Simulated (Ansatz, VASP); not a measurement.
# Two plane-wave programs on HfN

```
Hf N
1.0
     3.10160    0.00000    0.00000
    -1.55080    2.68607    0.00000
     0.00000    0.00000    5.35477
Hf N
2 2
Direct
  0.66667 0.33333 0.75000
  0.33333 0.66667 0.25000
  0.00000 0.00000 0.00000
  0.00000 0.00000 0.50000
```

Alike in both runs: functional LDA; k mesh 9 × 9 × 5; no spin polarisation.

Ansatz relaxed the structure, and its values are those at the end. VASP's run is a single point on that final structure, the one shown.

|  | VASP | Ansatz |
| --- | --- | --- |
| version | VASP 6.6.1 | Ansatz 0.2.0 |
| potentials or method | VASP PAW LDA potentials, release 64 (Hf_pv, N) | plane waves, PAW |
| plane-wave cutoff (eV) | 520 | 420 |
| occupations | methfessel-paxton of order 1, width 0.05 eV | cold, width 0.05 eV |
| valence electrons in the cell | 30 | 62 |

Ansatz gave:

| Property | Result |
| --- | --- |
| pressure (GPa) | 0.0 |

**Question.** Which values does VASP return?

**Answer.** Pressure (GPa): -1.1.

The two sets of potentials don't hold the same shells in valence.

The runs have no spin-orbit coupling, so splittings on Hf are missing.
